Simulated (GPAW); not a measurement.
Runs of GPAW 26.7.0 on SnO2 (Cassiterite). The structure is tetragonal, space group P4_2/mnm (No. 136). Conventional cell: a = 4.738 Å, b = 4.738 Å, c = 3.187 Å, α = 90.00°, β = 90.00°, γ = 90.00°. Sn (site symmetry mmm) is surrounded by 6 O at 2.05 to 2.06 Å. Around O (site symmetry m2m) lie 3 Sn at 2.05 to 2.06 Å. 

```csv
task,level,potentials or basis,spin,cell,optimizer,fmax,max steps,target pressure,band path,gap on the mesh (eV),pressure (GPa),relaxed volume (Å³/atom),largest force (eV/Å)
relaxation of cell and atoms,RPBE+D4,"the program's PAW data sets (release 1.2.1) made for this functional, pw",off,relaxed to 1 GPa,LBFGS,0.01 eV/Å,40,1 GPa,-,1.11,1.1,-,0.01
band structure,optPBE-vdW,"GPAW PAW data sets (gpaw-data 1.2.1), pw","SOC, no magnetisation",as given,-,-,-,-,"GXMGZRAZ,XR,MA",1.46,-,-,0.32
relaxation of cell and atoms,AM05,"PAW data sets generated in the run's folder for this functional, pw",off,relaxed,BFGS,0.02 eV/Å,60,-,-,(b),0.0,(a),0.01
relaxation of cell and atoms,MS2,"GPAW PAW data sets (gpaw-data 1.2.1), pw",off,relaxed,LBFGS,0.02 eV/Å,100,-,-,1.50,0.0,12.08,0.01
```

Alike in all rows: k mesh 4 × 4 × 5; cutoff (eV) 800; smearing fermi-dirac 0.05 eV.

Task: Fill in the values left out.

Result: (a) 12.12; (b) 1.07.

Caveats: later steps reuse the first step's grids (some runs); spin-orbit coupling is left out, which moves the levels of the heavy elements (some runs); the PAW data sets were made with another functional, which shifts forces and pressure a little (some runs); spin-orbit coupling was added after a scalar SCF, so levels and gaps hold it while energy, forces, pressure and moments don't (some runs); this program's spin-orbit splittings come out too wide for heavy elements (some runs).

A k mesh can miss the band edges, and rows without SOC leave out spin-orbit coupling on Sn.

Runs at the PBE level aren't shown here.
